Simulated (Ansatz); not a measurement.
# Ta: how well frozen cores do

Aim: solve Ta at one geometry with full-potential LAPW, PAW with frozen cores and all-electron PAW on datasets made for the crystal, and see where they agree.

Program: Ansatz 0.2.0. Level of theory: DFT PBE, scalar-relativistic. These are calculated values, not measurements.

### Step 1. Starting point

It takes space group Im-3m (No. 229, cubic). Conventional cell: a = 3.303 Å, b = 3.303 Å, c = 3.303 Å, α = 90.00°, β = 90.00°, γ = 90.00°. Around Ta (site symmetry m-3m) lie 8 Ta at 2.86 Å.

Structure file:

```cif
data_structure
_symmetry_space_group_name_H-M 'P 1'
_symmetry_Int_Tables_number 1
_cell_length_a 2.8601
_cell_length_b 2.8601
_cell_length_c 2.8601
_cell_angle_alpha 109.471
_cell_angle_beta 109.471
_cell_angle_gamma 109.471
_cell_volume 18.01
loop_
_atom_site_label
_atom_site_type_symbol
_atom_site_fract_x
_atom_site_fract_y
_atom_site_fract_z
_atom_site_occupancy
Ta1 Ta 0.00000 0.00000 0.00000 1
```

Structure: COD 1541266, as refined from experiment and not relaxed.

### Step 2. Full-potential LAPW

input.yaml

```yaml
crystal:
  lattice:
    - [-1.65128, 1.65128, 1.65128]
    - [1.65128, -1.65128, 1.65128]
    - [1.65128, 1.65128, -1.65128]
  atoms:
    - { symbol: Ta, position: [0.0, 0.0, 0.0] }
kpoints:
  mp_grid: { grid: [17, 17, 17] }
  band_path:
    path:
      - [0.0, 0.0, 0.0]
      - [0.5, -0.5, 0.5]
      - [0.0, 0.0, 0.5]
      - [0.0, 0.0, 0.0]
      - [0.25, 0.25, 0.25]
      - [0.5, -0.5, 0.5]
      - [0.25, 0.25, 0.25]
      - [0.0, 0.0, 0.5]
    npoints: 8
scf:
  occupations: { method: fermi_dirac, width: 0.08 }
hamiltonian:
  xc: pbe
  pseudopotentials: { kind: all_electron, lapw: { basis_error: 0.0005 } }
output:
  forces: true
  stress: true
  eigenvalues: true
  populations: true
  dos: { projected: true, de: 0.2, e_range: [-14, 8] }
```

What it wrote:

```text
Ta: projections on atomic orbitals take those of the free atom 1s2 2s2 2p6 3s2 3p6 3d10 4s2 4p6 4d10 4f14 5s2 5p6 5d3 6s2, of charge +0.00 (hamiltonian.pseudopotentials.projection_atoms)
LAPW: plane waves up to 8.618 Å⁻¹, error target 5.0e-4 eV per atom; small_component_spin mean_spin; Ta in spheres of 1.430 Å, 43 of its electrons in bands, Dirac shells []
Engine: ansatz 0.2.0
Pseudopotentials: kind: all_electron
Pseudopotential: Ta, LAPW, valence charge 43, Koelling and Harmon's equation, gaussian nucleus
Functional definition: PBE
  parameter kappa = 0.804
  parameter beta = 0.06672455060314922
  exchange = pbe_x(kappa = kappa, mu = beta*pi^2/3)
  correlation = pbe_c(beta = beta)
Crystal: 1 atoms, lattice volume = 18.010 Å³
Basis set: ecut = 282.97192013490275 eV, 201 PW (Γ), exchange–correlation at level 2
Bands: 26, of which v1, the nominal top of the filled ones, is band 22 counted from 1 (21 counted from 0)
Symmetry: 48 space group operations
Space group: Im-3m (ITA 229), of the structure as read, at distance tolerance 2.6e-5 Å
k-points: 165 of 4913
Non-local potential: Ta, projectors of the file, none
Initial density: superposition of atomic densities (chi_scale 0.1, normalization cell)
Initial wavefunctions: plane waves of lowest kinetic energy (no species holds an atomic orbital)
Functional: x = pbe(κ = 0.804, μ = 0.2195149727645171), c = pbe(β = 0.06672455060314922)
iter 1 solved again at ethr=1.87e-4 eV; its pass at ethr=1.00e-1 eV (dr2=8.04e-2 eV) is discarded
SCF iter   1: F=—  HF=-424569.255667 eV  |F-HF|=—  |Δ(HF+E_count)|=         —  Δρ=2.61e-2  dr2=8.08e-2  ethr=1.87e-4  ⟨swp⟩=2.9  Hψ=26549  notcnv=0
preconditioner: auto → Kerker (q_TF=auto, 3.154 Å⁻¹)  [metal: Δε(μ)=0.017 eV  Ē_g=24.527 eV  σ=0.080 eV  W_gap=0.05  n_scr=12 (ndim 8)  ℏωp=43.7 eV  f_vac=0.000  D(μ)=1.26/eV (n_scr^D=12)]
SCF iter   2: F=—  HF=-424569.133119 eV  |F-HF|=—  |Δ(HF+E_count)|=   1.23e-1  Δρ=1.36e-2  dr2=2.55e-2  ethr=1.87e-4  ⟨swp⟩=2.0  Hψ=13240  notcnv=0
SCF iter   3: F=—  HF=-424569.120952 eV  |F-HF|=—  |Δ(HF+E_count)|=   1.22e-2  Δρ=9.33e-3  dr2=1.37e-2  ethr=5.93e-5  ⟨swp⟩=2.0  Hψ=12835  notcnv=0
SCF iter   4: F=—  HF=-424569.116784 eV  |F-HF|=—  |Δ(HF+E_count)|=         —  Δρ=5.13e-3  dr2=4.99e-3  ethr=3.19e-5  ⟨swp⟩=2.0  Hψ=12365  notcnv=0
the basis was enlarged: its passes take 277.1 KiB over the memory plan, 1 of 1 planned eigensolver slots
iter 5 solved again at ethr=1.04e-6 eV; its pass at ethr=1.16e-5 eV (dr2=4.47e-4 eV) is discarded
SCF iter   5: F=—  HF=-424569.117403 eV  |F-HF|=—  |Δ(HF+E_count)|=   6.20e-4  Δρ=1.45e-3  dr2=4.46e-4  ethr=1.04e-6  ⟨swp⟩=2.0  Hψ=21658  notcnv=0
SCF iter   6: F=—  HF=-424569.117444 eV  |F-HF|=—  |Δ(HF+E_count)|=   4.08e-5  Δρ=3.46e-4  dr2=1.24e-5  ethr=1.04e-6  ⟨swp⟩=2.0  Hψ=12838  notcnv=0
SCF iter   7: F=—  HF=-424569.117446 eV  |F-HF|=—  |Δ(HF+E_count)|=   1.57e-6  Δρ=6.16e-5  dr2=3.49e-7  ethr=2.88e-8  ⟨swp⟩=2.0  Hψ=12838  notcnv=0
SCF iter   8: F=-424569.117446 eV  HF=-424569.117446 eV  |F-HF|=1.46e-9  |Δ(HF+E_count)|=   8.92e-8  Δρ=6.30e-6  dr2=2.21e-9  ethr=8.12e-10  ⟨swp⟩=2.6  Hψ=12954  notcnv=0
SCF 1 converged in 8 iterations: F = -424569.117446 eV  dr2 = 2.21e-9
NSCF: frozen V_eff on 57 k-points
SCF converged after 8 iterations
Free energy (F): -424569.117446 eV
Harris-Foulkes:  -424569.117446 eV  (|F-HF|=1.46e-9)
Internal energy: -424569.089896 eV  (E = F + TS)
E sigma→0 (E₀):  -424569.103671 eV
Entropy (-TS):   -0.027550 eV (-27.550 meV/atom)
Fermi energy:    24.812023 eV
--- Per-component energies (eV) ---
  E_band       = -4068.462278
  E_kinetic    = 473935.862368
  E_xc         = -8623.680982
  E_electrostatic = -889881.271282  (all electrons and nuclei)
  E_smearing   = -0.027550  (= −TS)
  E_closure    = 0.000000  (closes the sum)
  E_atoms      = -424559.369556  (free atoms, spherical and without spin; not in F)
  Σ components = -424569.117446   (vs F -424569.117446, Δ=0.00e0)
  Basis errors (estimates in eV, not in F): energy 1.3e-4 per atom: plane waves 1.1e-4 (5.8e-5 summed), levels above the bands 2.2e-52, relativity 3.7e-8, radial functions 2.3e-5, core shells 1.3e-8; eigenvalues (radial functions only) 2.0e-6; not estimated: angular momenta, meshes, grids; target (lapw.basis_error) 5.0e-4; muffin-tin radii Ta 1.430 Å
--- Forces (eV/Å), atoms counted from 1 ---
  atom   1  Ta    -0.00000000    -0.00000000    -0.00000000
  max |Σ_I F_I| component: 3.12e-31 eV/Å
--- Stress (GPa, compression-positive) ---
        3.058974       0.000000      -0.000000
        0.000000       3.058974       0.000000
       -0.000000       0.000000       3.058974
  P = ⅓ Tr σ = 3.0590 GPa (30.590 kbar)
--- Band table (eV; the first three rows and the last of 165) ---
  k-point 0: bands = ["-369.5881", "-369.5881", "-369.5881", "-191.1501", "-191.1501", "-191.1322", "-191.1322", "-191.1322", "-42.2884", "-8.2340", "-8.2340", "-8.2340", "5.9465", "5.9465", "5.9465", "5.9982", "5.9982", "5.9982", "6.0496", "16.9055", "25.5372", "25.5372", "25.5372", "28.8110", "28.8110", "39.4015"]
  k-point 1: bands = ["-369.5881", "-369.5881", "-369.5881", "-191.1501", "-191.1501", "-191.1322", "-191.1322", "-191.1322", "-42.2845", "-8.2771", "-8.2473", "-8.2342", "5.9472", "5.9480", "5.9482", "5.9967", "5.9977", "5.9977", "6.0475", "17.0600", "25.4362", "25.5087", "25.6891", "28.6442", "28.8110", "39.5415"]
  k-point 2: bands = ["-369.5881", "-369.5881", "-369.5881", "-191.1501", "-191.1501", "-191.1322", "-191.1322", "-191.1322", "-42.2734", "-8.3991", "-8.2852", "-8.2349", "5.9491", "5.9523", "5.9529", "5.9925", "5.9960", "5.9965", "6.0419", "17.5057", "25.1606", "25.3846", "26.1394", "28.3116", "28.8207", "39.8881"]
  k-point 164: bands = ["-369.5881", "-369.5881", "-369.5881", "-191.1501", "-191.1501", "-191.1322", "-191.1322", "-191.1322", "-42.0878", "-9.0556", "-9.0480", "-9.0480", "5.9395", "5.9636", "5.9642", "5.9642", "6.0149", "6.0153", "6.0153", "21.0444", "21.0631", "31.1077", "31.1077", "31.5587", "33.1413", "34.0266"]
--- Löwdin populations: 1 site ---
  site symbol       q [e]
     0     Ta     72.9227
  spilling = 0.001058 (of n_electrons = 73.000000)
```

Wall time 27 s (1 thread, shared host).

Read from it: pressure 3.06 GPa; no gap.

Levels at the path's labelled points, in eV from the Fermi level:

```csv
point,band 18,band 19,band 20,band 21,band 22,band 23,band 24
Γ,-18.81,-18.76,-7.91,0.73,0.73,0.73,4.00
H,-18.80,-18.80,-3.81,-3.81,6.83,6.83,6.83
N,-18.81,-18.79,-4.38,-1.55,1.59,3.88,4.91
Γ,-18.81,-18.76,-7.91,0.73,0.73,0.73,4.00
P,-18.82,-18.82,-1.23,-1.23,-1.23,5.09,5.09
H,-18.80,-18.80,-3.81,-3.81,6.83,6.83,6.83
P,-18.82,-18.82,-1.23,-1.23,-1.23,5.09,5.09
N,-18.81,-18.79,-4.38,-1.55,1.59,3.88,4.91
```

States per cell in windows of 1 eV (zero at the Fermi level; grid of 0.20 eV, so sharp peaks spill over the borders):

```csv
from,to,total,Ta 5d,Ta 6s
-8,-7,0.03,0.00,0.03
-7,-6,0.08,0.00,0.07
-6,-5,0.14,0.02,0.12
-5,-4,0.36,0.16,0.18
-4,-3,0.75,0.55,0.18
-3,-2,0.80,0.70,0.08
-2,-1,1.18,1.14,0.01
-1,0,1.54,1.36,0.10
0,1,0.87,0.73,0.06
1,2,0.31,0.26,0.01
2,3,0.72,0.68,0.02
3,4,1.05,1.01,0.02
4,5,1.45,1.38,0.04
```

### Step 3. PAW with frozen cores

Changes to input.yaml since step 2:

```diff
@@ -24,3 +24,3 @@
   xc: pbe
-  pseudopotentials: { kind: all_electron, lapw: { basis_error: 0.0005 } }
+  pseudopotentials: { kind: paw }
 output:
@@ -29,3 +29,5 @@
   eigenvalues: true
+  efg: { contact_densities: true }
   populations: true
+  bader: true
   dos: { projected: true, de: 0.2, e_range: [-14, 8] }
```

What it wrote, cut to the lines that bear on the results:

```text
Ta: output.efg is read without spin–orbit coupling, which moves field gradients at and beside such atoms by some per cent and up to a factor of two; PAW files take it under magnetization.noncollinear and magnetization.spin_orbit
[...]
Pseudopotentials: kind: paw
Pseudopotential: Ta, paw, valence charge 13, recommended cutoff 420 eV (normal)
[... 1 set-up line as earlier in the session ...]
[...]
Crystal: 1 atoms, lattice volume = 18.010 Å³
Basis set: ecut = 420 eV, 369 PW (Γ), exchange–correlation on 40×40×40 points (8 copies of the dense FFT grid, shifted against one another)
Bands: 11, of which v1, the nominal top of the filled ones, is band 7 counted from 1 (6 counted from 0)
[... 2 set-up lines as earlier in the session ...]
k-points: 165 of 4913
[...]
  atom   1  Ta     0.00000000     0.00000000     0.00000000
[...]
--- Stress (GPa, compression-positive) ---
        3.122162       0.000000       0.000000
       -0.000000       3.122162      -0.000000
        0.000000      -0.000000       3.122162
  P = ⅓ Tr σ = 3.1222 GPa (31.222 kbar)
--- PAW observables at the nuclei: V_zz in 10²¹ V/m², potentials from the cell's mean, atoms counted from 1 ---
  atom   1  Ta V_zz =    -0.000000   η = 0.0000   by run symmetry: forbidden
            electrostatic potential = -14501.670906 V   contact ρ = 8154558.683291 e/Å³
--- Band table (eV; the first three rows and the last of 165) ---
  k-point 0: bands = ["-48.4292", "-14.3786", "-14.3786", "-14.3786", "10.7430", "19.3778", "19.3778", "19.3778", "22.6526", "22.6526", "33.2632"]
[...]
--- Löwdin populations: 1 site ---
  site symbol       q [e]
     0     Ta     12.9133
  spilling = 0.006666 (of n_electrons = 13.000000)
--- Bader charges: 1 site ---
  site symbol  charge [e]  shift [e]
     0     Ta      0.0000     0.0000
  estimated error of the sums over rays = 3.0e-7 e
```

It took 16 s on 1 thread, shared host.

In short: pressure 3.12 GPa; no gap.

### Step 4. All-electron PAW on datasets made for the crystal

Changes to input.yaml since step 3:

```diff
@@ -24,3 +24,3 @@
   xc: pbe
-  pseudopotentials: { kind: paw }
+  pseudopotentials: { kind: all_electron, datasets: crystal }
 output:
@@ -30,4 +30 @@
   efg: { contact_densities: true }
-  populations: true
-  bader: true
-  dos: { projected: true, de: 0.2, e_range: [-14, 8] }
```

What it wrote, cut to the lines that bear on the results:

```text
[...]
Ta: output.efg is read without spin–orbit coupling, which moves field gradients at and beside such atoms by some per cent and up to a factor of two; PAW files take it under magnetization.noncollinear and magnetization.spin_orbit
[...]
[... 1 set-up line as earlier in the session ...]
Pseudopotential: Ta, paw, valence charge 27, recommended cutoff 240 eV (normal), Koelling and Harmon's equation, gaussian nucleus
[... 1 set-up line as earlier in the session ...]
[...]
Crystal: 1 atoms, lattice volume = 18.010 Å³
Basis set: ecut = 240 eV, 141 PW (Γ), exchange–correlation on 30×30×30 points (8 copies of the dense FFT grid, shifted against one another)
Bands: 11, of which v1, the nominal top of the filled ones, is band 7 counted from 1 (6 counted from 0)
[... 2 set-up lines as earlier in the session ...]
k-points: 165 of 4913
[...]
Fermi energy:    24.812059 eV
[...]
  The terms above E_closure are by the made datasets' own strengths, without shells solved beside the bands.
--- Forces (eV/Å), atoms counted from 1 ---
  atom   1  Ta     0.00000000     0.00000000     0.00000000
[...]
--- Stress (GPa, compression-positive) ---
        3.059926      -0.000000      -0.000000
       -0.000000       3.059926       0.000000
       -0.000000       0.000000       3.059926
  P = ⅓ Tr σ = 3.0599 GPa (30.599 kbar)
  It holds what live shells' own plane waves past their cutoff add
--- PAW observables at the nuclei: V_zz in 10²¹ V/m², potentials from the cell's mean, atoms counted from 1 ---
  atom   1  Ta V_zz =    -0.000000   η = 0.0000   by run symmetry: forbidden
            electrostatic potential = -14501.565645 V   contact ρ = 8150699.830170 e/Å³
--- Band table (eV; the first three rows and the last of 165) ---
  k-point 0: bands = ["-42.2883", "-8.2339", "-8.2339", "-8.2339", "16.9055", "25.5373", "25.5373", "25.5373", "28.8111"]
[...]
```

Wall time 15 s (1 thread, shared host).

Result: pressure 3.06 GPa; no gap.

```
atom  contact density (e/Å³)
  Ta                 8150700
```

### Step 5. The methods compared

```
          method  pressure (GPa)  SCF cycles, all passes
            LAPW            3.06                       8
             PAW            3.12                       6
crystal datasets            3.06                       7
```

### Step 6. Summary of results

```
  quantity                                           value
  pressure  LAPW 3.06, PAW 3.12, crystal datasets 3.06 GPa
gap (LAPW)                                            none
```

**Reading.** At this geometry the cell is under compression of 3.1 GPa, so it would expand if let go. The count of 43 electrons in bands leaves a band partly filled, so there is no gap. Within 0.3 eV of the Fermi level the largest projected share is Ta 5d (89 %). The projection holds only the free atom's occupied shells (Ta 6s, Ta 5d in this range). PAW lies +0.06 GPa from LAPW in pressure. LAPW took about 1.7 times as long as PAW (27 s against 16 s, on a shared host and with the outputs that each input asks for). Spin-orbit coupling is left out, though the cell holds Ta; in elements this heavy it can shift bands and gaps by tenths of an eV.
